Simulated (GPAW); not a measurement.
# Si (P-1) in GPAW: relaxation of the atoms with vdW-DF2

Aim: the relaxation of the atoms of Si with vdW-DF2.

Everything below comes from runs of GPAW 26.7.0. Logs are shortened: lines on timing, memory, paths and dates and some standing lists are left out, and cuts for length are marked. The log counts tension as positive stress, the text compression.

### Step 1. The cell of the first run

The typed cell holds 2 atoms: a = 4.390 Å, b = 4.317 Å, c = 3.989 Å, α = 54.32°, β = 61.08°, γ = 48.94°.

### Step 2. Relaxation of the atoms, vdW-DF2

Contents of run.py:

```python
from ase.io import read, write
from ase.optimize import BFGS
from ase.units import Bohr
from gpaw import GPAW, PW
from gpaw.elf import elf_from_dft_calculation

atoms = read('POSCAR')

calc = GPAW(mode=PW(600),
            xc={'name': 'vdW-DF2', 'backend': 'libvdwxc'},
            kpts={'size': (8, 9, 8), 'gamma': True},
            occupations={'name': 'fermi-dirac', 'width': 0.05},
            nbands=11,
            convergence={'density': 1e-05, 'energy': 1e-05},
            maxiter=150,
            txt='gpaw.txt')
atoms.calc = calc
opt = BFGS(atoms, trajectory='relax.traj', logfile='-')
done = opt.run(fmax=0.02, steps=60)
calc.write('gs.gpw')
write('result.traj', atoms)
print('Converged:', done)
print('Cell:', atoms.cell.cellpar().round(4))
print('Volume:', round(atoms.get_volume(), 4))
print(atoms.get_scaled_positions().round(5))

# fields on the real-space grid
write('density.cube', atoms, data=calc.get_pseudo_density() * Bohr**3)
write('potential.cube', atoms, data=calc.get_electrostatic_potential())
write('elf.cube', atoms, data=elf_from_dft_calculation(calc).data)
```

Contents of POSCAR:

```
Si
1.0
    0.1463142700      2.7349844700      3.4304596800
    2.8398850800      0.3440988000      3.2326751500
    2.9636132600      2.6609281200      0.2203706200
Si
2
Direct
    0.4722123000      0.5743990500      0.4764958900
    0.7777877000      0.6756009500      0.7735041100
```

Potentials or basis: GPAW PAW data sets (gpaw-data 1.2.1), pw.

Command:

```console
$ OMP_NUM_THREADS=1 python run.py
```

gpaw.txt:

```text
__  _  _
 | _ |_)|_||  |
 |__||  | ||/\| - 26.7.0

Input parameters:
  mode=PW(ecut=600.0),
  convergence={'density': 1e-05, 'energy': 1e-05},
  kpts=MonkhorstPack(size=(8, 9, 8), gamma=True),
  maxiter=150,
  nbands=11,
  occupations=Occupations(name='fermi-dirac', width=0.05),
  xc=XC(name='vdW-DF2', backend='libvdwxc')

Diagonalizing LCAO Hamiltonian
Converting LCAO to pw mode

           Si

       Si

Atoms  # Å, Bohr magnetons
|   | symbol |        x |        y |        z |    initial magnetic moments |
|---|--------|----------|----------|----------|-----------------------------|
| 0 |     Si | 3.112468 | 2.757065 | 3.581756 | ( 0.0000,  0.0000,  0.0000) |
| 1 |     Si | 4.324798 | 4.417950 | 5.022625 | ( 0.0000,  0.0000,  0.0000) |

Unit cell  # Å
| periodic |        x |        y |        z |  lengths |    angles |
|----------|----------|----------|----------|----------|-----------|
|      yes | 0.146314 | 2.734984 | 3.430460 | 4.389715 | 54.315360 |
|      yes | 2.839885 | 0.344099 | 3.232675 | 4.316658 | 61.082655 |
|      yes | 2.963613 | 2.660928 | 0.220371 | 3.988998 | 48.941544 |

Number of symmetries: 1
Symmetry operations  # r_c * U_cc + t_c -> r_c
|   | kind |            matrix            |
|---|------|------------------------------|
| 0 |  E   |  1, 0, 0,  0, 1, 0,  0, 0, 1 |

BZ-sampling:
  Number of BZ points: 576
  Number of IBZ points: 290

  Monkhorst-Pack size: [8, 9, 8]
  Monkhorst-Pack shift: [0.0625, 0.0, 0.0625]

K-points  # in reciprocal-cell coordinates
|     |                                coordinates |     weight |
|-----|--------------------------------------------|------------|
|   0 | (  0.00000000,   0.00000000,   0.00000000) | 0.00173611 |
|   1 | (  0.00000000,   0.00000000,   0.12500000) | 0.00347222 |
|   2 | (  0.00000000,   0.00000000,   0.25000000) | 0.00347222 |
|   3 | (  0.00000000,   0.00000000,   0.37500000) | 0.00347222 |
|   4 | (  0.00000000,   0.00000000,   0.50000000) | 0.00173611 |
|   5 | (  0.00000000,   0.11111111,  -0.37500000) | 0.00347222 |
|   6 | (  0.00000000,   0.11111111,  -0.25000000) | 0.00347222 |
|   7 | (  0.00000000,   0.11111111,  -0.12500000) | 0.00347222 |
|   8 | (  0.00000000,   0.11111111,   0.00000000) | 0.00347222 |
|   9 | (  0.00000000,   0.11111111,   0.12500000) | 0.00347222 |
| ... |                                            |            |
| 289 | (  0.50000000,   0.44444444,   0.50000000) | 0.00347222 |

Plane wave coefficients: 1542
Cutoff: 600.0 eV

Spin-components: 1 (collinear spins)
Bands:           11
Projectors:      10
Spin-degeneracy: 2
Datatype:        complex128

Parallelization:
  kpt:    1
  domain: 1
  band:   1

Density:
  Valence electrons: 8.0
  Components: 1
  Grid points: [25 25 24]
  Charge: 0.0  # |e|

Potential:
  Grid points: [25 25 24]

species:
  Si:
    name:    Silicon
    Z:       14.0
    valence: 4
    core:    10
    charge:  0.0  # [|e|]
    compensation charges:
      type: gauss
      rc: 0.33  # [Å]
      lmax: 2
    cutoffs:
      filter: 1.86  # [Å]
      core: 2.06  # [Å]
    projectors
    | kind |    occ | energy [eV] | rcut [Å] |
    |------|--------|-------------|----------|
    |   3s |  2.000 |     -10.812 |    1.058 |
    |   3p |  2.000 |      -4.081 |    1.058 |
    |    s |        |      16.399 |    1.058 |
    |    p |        |      23.130 |    1.058 |
    |    d |        |       0.000 |    1.058 |

    Using partial waves for Si as LCAO basis

Reference energy: -15772.688500  # eV

eigensolver:
  PPCG
  Converge bands: occupied
  niter=2

density mixing:
  MSR1-Mixer
  Pratt-step length: 0.05
  Maximum mixing coefficient: 0.75
  Old densities: 10
  SVD Regularization: 0.005
  Good broyden scale: 1.0
  Trust region scale: 1.0
  Backstep threshold: 4.0
  History deletion threshold: 6.0
  Fourier metric: weight=20.0, sigma=0.015

occupation numbers:
  Fermi-Dirac:
    width: 0.0500  # eV

poisson solver:
  ecut: 4800.0  # eV

xc functional:
  name: vdW-DF2 with libvdwxc
  Mode: serial
  Semilocal: GGA_X_RPW86+LDA_C_PW with 2 nearest neighbor stencil
  Local blocksize: 50 x 50 x 48
  PAW datasets: PBE

convergence criteria:
- Maximum integral of absolute [dens]ity change: 1e-05 electrons / valence electron
- Maximum [total energy] change in last 3 cyles: 1e-05 eV / valence electron
- Maximum integral of absolute [eigenst]ate change: 4e-08 eV^2 / valence electron
maximum number of iterations: 150

SCF iterations
|iter     | |      energy | eigst |  dens |
|---------|-|-------------|-------|-------|
|iter:   1| |  -61.737973 | -0.03 |       |
|iter:   2| |  -61.737538 | -2.29 | -0.88 |
|iter:   3| |  -61.695093 | -2.14 | -0.91 |
|iter:   4| |  -61.702431 | -3.36 | -1.50 |
|iter:   5| |  -61.703517 | -4.64 | -2.06 |
|iter:   6| |  -61.703636 | -5.30 | -2.63 |
|iter:   7| |  -61.703644 | -6.36 | -3.25 |
|iter:   8| |  -61.703644c| -7.83c| -4.16 |
|iter:   9| |  -61.703644c| -7.57c| -4.67 |
|iter:  10| |  -61.703644c| -7.87c| -5.05c|
[... 752 lines left out ...]
convergence criteria:
- Maximum integral of absolute [dens]ity change: 1e-05 electrons / valence electron
- Maximum [total energy] change in last 3 cyles: 1e-05 eV / valence electron
- Maximum integral of absolute [eigenst]ate change: 4e-08 eV^2 / valence electron
maximum number of iterations: 150

SCF iterations
|iter     | |      energy | eigst |  dens |
|---------|-|-------------|-------|-------|
|iter:   1| |  -62.029357 | -5.30 |       |
|iter:   2| |  -62.029357 | -7.63c| -3.55 |
|iter:   3| |  -62.029356c| -7.24 | -3.59 |
|iter:   4| |  -62.029356c| -8.20c| -4.10 |
|iter:   5| |  -62.029356c| -7.74c| -4.53 |
|iter:   6| |  -62.029356c| -9.05c| -5.40c|

Converged in 6 steps
Energy contributions relative to reference atoms: (reference = -15772.688500)

Energy contributions:
  Kinetic:          14.746397
  Coulomb:         -13.948875
  Zero:              0.065686
  External:          0.000000
  Xc:              -62.890392
  Entropy:          -0.004343
  Spinorbit:         0.000000
  ----------------------------
  Free energy:     -62.031527
  Extrapolated:    -62.029356
[... 45 lines left out ...]
convergence criteria:
- Maximum integral of absolute [dens]ity change: 1e-05 electrons / valence electron
- Maximum [total energy] change in last 3 cyles: 1e-05 eV / valence electron
- Maximum integral of absolute [eigenst]ate change: 4e-08 eV^2 / valence electron
maximum number of iterations: 150

SCF iterations
|iter     | |      energy | eigst |  dens |
|---------|-|-------------|-------|-------|
|iter:   1| |  -62.029388c| -5.32 |       |
|iter:   2| |  -62.029388c| -7.64c| -3.57 |
|iter:   3| |  -62.029387c| -7.35 | -3.60 |
|iter:   4| |  -62.029387c| -8.06c| -4.04 |
|iter:   5| |  -62.029387c| -7.81c| -4.54 |
|iter:   6| |  -62.029387c| -9.00c| -5.33c|

Converged in 6 steps
Energy contributions relative to reference atoms: (reference = -15772.688500)

Energy contributions:
  Kinetic:          14.730401
  Coulomb:         -13.936001
  Zero:              0.065713
  External:          0.000000
  Xc:              -62.887326
  Entropy:          -0.004349
  Spinorbit:         0.000000
  ----------------------------
  Free energy:     -62.031562
  Extrapolated:    -62.029387
[... 45 lines left out ...]
convergence criteria:
- Maximum integral of absolute [dens]ity change: 1e-05 electrons / valence electron
- Maximum [total energy] change in last 3 cyles: 1e-05 eV / valence electron
- Maximum integral of absolute [eigenst]ate change: 4e-08 eV^2 / valence electron
maximum number of iterations: 150

SCF iterations
|iter     | |      energy | eigst |  dens |
|---------|-|-------------|-------|-------|
|iter:   1| |  -62.029390c| -7.68c|       |
|iter:   2| |  -62.029390c| -8.83c| -4.70 |
|iter:   3| |  -62.029390c| -8.27c| -4.73 |
|iter:   4| |  -62.029390c| -9.13c| -5.44c|

Converged in 4 steps
Energy contributions relative to reference atoms: (reference = -15772.688500)

Energy contributions:
  Kinetic:          14.728714
  Coulomb:         -13.934654
  Zero:              0.065716
  External:          0.000000
  Xc:              -62.886991
  Entropy:          -0.004350
  Spinorbit:         0.000000
  ----------------------------
  Free energy:     -62.031565
  Extrapolated:    -62.029390
[... 45 lines left out ...]
convergence criteria:
- Maximum integral of absolute [dens]ity change: 1e-05 electrons / valence electron
- Maximum [total energy] change in last 3 cyles: 1e-05 eV / valence electron
- Maximum integral of absolute [eigenst]ate change: 4e-08 eV^2 / valence electron
maximum number of iterations: 150

SCF iterations
|iter     | |      energy | eigst |  dens |
|---------|-|-------------|-------|-------|
|iter:   1| |  -62.029440c| -5.52 |       |
|iter:   2| |  -62.029440c| -7.82c| -3.59 |
|iter:   3| |  -62.029438c| -7.32 | -3.63 |
|iter:   4| |  -62.029438c| -8.08c| -4.06 |
|iter:   5| |  -62.029438c| -7.89c| -4.52 |
|iter:   6| |  -62.029438c| -9.04c| -5.30c|

Converged in 6 steps
Energy contributions relative to reference atoms: (reference = -15772.688500)

Energy contributions:
  Kinetic:          14.708152
  Coulomb:         -13.918103
  Zero:              0.065754
  External:          0.000000
  Xc:              -62.883061
  Entropy:          -0.004360
  Spinorbit:         0.000000
  ----------------------------
  Free energy:     -62.031618
  Extrapolated:    -62.029438
[... 45 lines left out ...]
convergence criteria:
- Maximum integral of absolute [dens]ity change: 1e-05 electrons / valence electron
- Maximum [total energy] change in last 3 cyles: 1e-05 eV / valence electron
- Maximum integral of absolute [eigenst]ate change: 4e-08 eV^2 / valence electron
maximum number of iterations: 150

SCF iterations
|iter     | |      energy | eigst |  dens |
|---------|-|-------------|-------|-------|
|iter:   1| |  -62.029517c| -5.54 |       |
|iter:   2| |  -62.029517c| -7.83c| -3.59 |
|iter:   3| |  -62.029515c| -7.32 | -3.63 |
|iter:   4| |  -62.029515c| -8.06c| -4.06 |
|iter:   5| |  -62.029515c| -7.87c| -4.51 |
|iter:   6| |  -62.029515c| -9.04c| -5.31c|

Converged in 6 steps
Energy contributions relative to reference atoms: (reference = -15772.688500)

Energy contributions:
  Kinetic:          14.688558
  Coulomb:         -13.902361
  Zero:              0.065788
  External:          0.000000
  Xc:              -62.879315
  Entropy:          -0.004371
  Spinorbit:         0.000000
  ----------------------------
  Free energy:     -62.031700
  Extrapolated:    -62.029515
[... 634 lines left out ...]
Forces  # eV/Ang
|        x |        y |        z |
|----------|----------|----------|
|  0.01248 |  0.00334 | -0.01164 |  # Si   0
| -0.01246 | -0.00334 |  0.01164 |  # Si   1

# Writing to gs.gpw (mode='')
```

It took 24 min on 1 thread of Arm Neoverse V1, shared host; peak memory 0.33 GiB.

What came out:

* Free energy: -62.0538 eV
* Energy gained by relaxing: 174.2 meV/atom
* Ionic steps: 23
* Largest force after relaxing: 0.017 eV/Å
* Band gap on the k mesh: none (metal or under the smearing width)

Forces on the atoms (eV/Å):
```
Si   0.012  0.003 -0.012
Si  -0.012 -0.003  0.012
```

Step by step:
```csv
step,energy change (eV),largest force (eV/Å)
1,0.0000,1.2845
2,-0.0475,1.2897
3,-0.2948,0.9041
4,-0.3039,0.7741
5,-0.3194,0.6585
6,-0.3214,0.6371
7,-0.3228,0.6212
8,-0.3249,0.5986
9,-0.3254,0.5952
10,-0.3256,0.5953
11,-0.3257,0.5959
12,-0.3257,0.5972
13,-0.3257,0.5972
14,-0.3258,0.5978
15,-0.3259,0.5978
16,-0.3261,0.5963
17,-0.3267,0.5903
18,-0.3281,0.5710
19,-0.3313,0.5214
20,-0.3369,0.4223
21,-0.3440,0.2675
22,-0.3479,0.0865
23,-0.3483,0.0174
```

Final structure:
```
CELL_PARAMETERS angstrom
0.14631 2.73498 3.43046
2.83989 0.34410 3.23268
2.96361 2.66093 0.22037
ATOMIC_POSITIONS crystal
Si 0.50299 0.49955 0.49830
Si 0.76077 0.72517 0.75128
```

Levels at points of the mesh, in eV from the Fermi level:
```csv
k point,band 2,band 3,band 4,band 5,band 6,band 7
"(0.00, 0.00, 0.00)",-1.23,-0.41,-0.08,0.69,1.82,2.86
"(0.00, 0.00, 0.50)",-6.82,-2.48,-0.60,-0.16,3.70,4.34
"(0.50, 0.00, 0.00)",-6.60,-1.77,-0.63,0.48,2.69,4.64
"(0.50, 0.00, 0.50)",-7.07,-3.45,-3.33,-0.04,0.14,6.46
```

Caveat: later steps reuse the first step's grids; the PAW data sets were made with another functional, which shifts forces and pressure a little.
